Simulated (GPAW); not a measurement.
The system is Ti.

```xyz
3
Lattice="4.5674 0.0000 0.0000 -2.2837 3.9555 0.0000 0.0000 0.0000 2.8262" Properties=species:S:1:pos:R:3 pbc="T T T"
Ti    2.2837    1.3185    1.4131
Ti    0.0000    2.6370    1.4131
Ti    0.0000    0.0000    0.0000
```

This isn't the form of Ti at room conditions, which is hcp.

```yaml
Program: GPAW 26.7.0
Task: relaxation of cell and atoms
Functional: PBE
Dispersion: D3
Potentials_or_basis: GPAW PAW data sets (gpaw-data 1.2.1)
Cutoff: 600 eV
Basis: pw
k_mesh: 5 × 5 × 7
Occupations: fermi-dirac, width 0.05 eV
Spin: no spin polarisation
```

At the start: pressure -4.9 GPa; volume 17.02 Å³/atom.

Task: Where does the relaxation end?

Result: Over 7 steps the energy falls by 7.7 meV/atom and the volume is 16.29 Å³/atom (-4.3 %); space group P6/mmm (No. 191, to 0.05 Å).

The path:
| step | energy change (eV) | largest force (eV/Å) | pressure (GPa) | volume (Å³) |
| --- | --- | --- | --- | --- |
| 1 | 0.0000 | 0.0000 | -4.86 | 51.06 |
| 2 | -0.0085 | 0.0000 | -4.10 | 50.68 |
| 3 | -0.0220 | 0.0000 | 0.19 | 48.77 |
| 4 | -0.0223 | 0.0000 | 0.03 | 48.84 |
| 5 | -0.0226 | 0.0000 | -0.06 | 48.87 |
| 6 | -0.0230 | 0.0000 | -0.12 | 48.89 |
| 7 | -0.0231 | 0.0000 | -0.06 | 48.87 |

Final structure:
```
Ti
1.0
     4.49062    0.00000    0.00000
    -2.24531    3.88899    0.00000
     0.00000    0.00000    2.79820
Ti
3
Direct
  0.66667 0.33333 0.50000
  0.33333 0.66667 0.50000
  0.00000 0.00000 0.00000
```

Caveat: later steps reuse the first step's grids; pairwise dispersion overbinds metals, which lowers pressure and volume.
